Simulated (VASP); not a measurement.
A run of VASP 6.6.1 is set up as follows.

INCAR

```
SYSTEM = Bi
ALGO     = Normal         ! electronic algorithm
EDIFF    = 1E-6           ! SCF threshold, eV
ENCUT    = 520            ! plane-wave cutoff, eV
GGA      = PS             ! functional
ISIF     = 2              ! what is computed and relaxed
ISMEAR   = 0              ! smearing method
LASPH    = .True.         ! aspherical terms in the spheres
LCHARG   = .True.         ! write CHGCAR
LELF     = .True.         ! ELF
LREAL    = .False.        ! projectors in reciprocal space
LVHAR    = .True.       
LWAVE    = .False.        ! write WAVECAR
NELM     = 100            ! most SCF steps
PREC     = Accurate       ! precision mode
SIGMA    = 0.1            ! smearing width, eV
```

Contents of KPOINTS:

```
k-points
0
Gamma
  12 12 12
  0 0 0
```

File POSCAR:

```
Bi
1.0
    2.2675000000      1.3091417400      3.9380000000
   -2.2675000000      1.3091417400      3.9380000000
    0.0000000000     -2.6182834700      3.9380000000
Bi
2
Direct
    0.2340000000      0.2340000000      0.2340000000
    0.7660000000      0.7660000000      0.7660000000
```

Potentials or basis: VASP PAW PBE potentials, release 64 (Bi_d).

Command:

```console
$ cat potpaw_PBE.64/Bi_d/POTCAR > POTCAR
$ mpirun -np 1 vasp_std > vasp.out
```

Problem. Predict the largest force.

Solution. 0.161 eV/Å.

Problem. Estimate the band gap on the k mesh.

Solution. None (metal or under the smearing width).

Forces on the atoms (eV/Å):
```
Bi   0.000  0.000  0.161
Bi   0.000  0.000 -0.161
```

Caveat: the PAW data sets were made with another functional, which shifts forces and pressure a little; spin-orbit coupling is left out, which moves the levels of the heavy elements.
